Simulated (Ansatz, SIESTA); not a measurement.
This is a calculation of MoS2 for SIESTA 5.4.2. Measurements of this composition are mostly on another form, of space group No. 194.

MoS2.fdf

```
SystemName                      MoS2
SystemLabel                     MoS2
NumberOfSpecies                 2
NumberOfAtoms                   3
%block ChemicalSpeciesLabel
  1  42 Mo
  2  16 S
%endblock ChemicalSpeciesLabel

LatticeConstant                 1.0 Ang
%block LatticeVectors
     1.5855000000     0.9153888518     6.1149966667
    -1.5855000000     0.9153888518     6.1149966667
     0.0000000000    -1.8307777036     6.1149966667
%endblock LatticeVectors
AtomicCoordinatesFormat         Fractional
%block AtomicCoordinatesAndAtomicSpecies
     0.0000000000     0.0000000000     0.0000000000  1  Mo
     0.2500000000     0.2500000000     0.2500000000  2  S
     0.7500000000     0.7500000000     0.7500000000  2  S
%endblock AtomicCoordinatesAndAtomicSpecies

%block kgrid.MonkhorstPack
   10   0   0  0.0
    0  10   0  0.0
    0   0  10  0.0
%endblock kgrid.MonkhorstPack
XC.Functional                   GGA
XC.Authors                      PBEsol
PAO.BasisSize                   DZP
PAO.EnergyShift                 0.003 Ry
Mesh.Cutoff                     800 Ry
OccupationFunction              FD
ElectronicTemperature           0.05 eV
MaxSCFIterations                120
SCF.MustConverge                false
SCF.Mixer.Method                Pulay
SCF.Mixer.Weight                0.25
SCF.Mixer.History               8
SCF.DM.Tolerance                5.0e-05
SCF.H.Tolerance                 1.0e-03 eV
WriteForces                     true
Charge.Mulliken                 end
Charge.Hirshfeld                end
Charge.Voronoi                  end
SaveRho                         true
SaveElectrostaticPotential      true
%block PAO.Basis
  Mo 5
  n=4 0 2
    3.234 0.000
  n=5 0 2
    8.897 0.000
  n=4 1 2
    3.729 0.000
  n=5 1 1
    8.897
  n=4 2 2
    6.735 0.000
%endblock PAO.Basis
```

Potentials or basis: PseudoDojo 0.4 standard (PBEsol files), converted to PSML, two zetas on semicore shells, DZP (energy shift 0.003 Ry; two zetas on semicore shells).

Run with:

```console
$ siesta MoS2.fdf > MoS2.out 2>&1
```

**Question.** Set up the same calculation for Ansatz 0.2.0. Potentials or basis there: Ansatz PAW, cutoff 420 eV.

**Answer.** As run (cutoffs and basis follow the program's own potentials, and thresholds, step limits or extra output files can differ):

Contents of input.yaml:

```yaml
crystal:
  lattice:
    - [1.5855, 0.9153888518, 6.1149966667]
    - [-1.5855, 0.9153888518, 6.1149966667]
    - [0.0, -1.8307777036, 6.1149966667]
  atoms:
    - { symbol: Mo, position: [0.0, 0.0, 0.0] }
    - { symbol: S, position: [0.25, 0.25, 0.25] }
    - { symbol: S, position: [0.75, 0.75, 0.75] }
hamiltonian:
  xc: pbesol
  pseudopotentials: { kind: paw }
kpoints:
  mp_grid: { grid: [10, 10, 10] }
scf:
  occupations: { method: fermi_dirac, width: 0.05 }
output:
  forces: true
  stress: true
  eigenvalues: true
```

Potentials or basis: Ansatz PAW.

The run is started by

```bash
$ ansatz run input.yaml --threads 1 --pin off --max-ram 3584MiB --backend cpu --events-out ev --progress --plain --runs-dir out
```

Both were run:

|  | SIESTA | Ansatz |
| --- | --- | --- |
| Pressure | 5.9 GPa | 2.9 GPa |

Ansatz's pressure holds a Pulay term of +0.01 GPa for its cutoff of 420 eV, which the other run lacks.

Ansatz's potentials were made for PBE.

Where Ansatz's input types no cutoff or centring, it takes its own default and a Γ-centred mesh.

The two runs disagree by more than potentials and bases usually give (in gap, levels, pressure or energy); the cause wasn't traced.

Pressure is positive in compression.
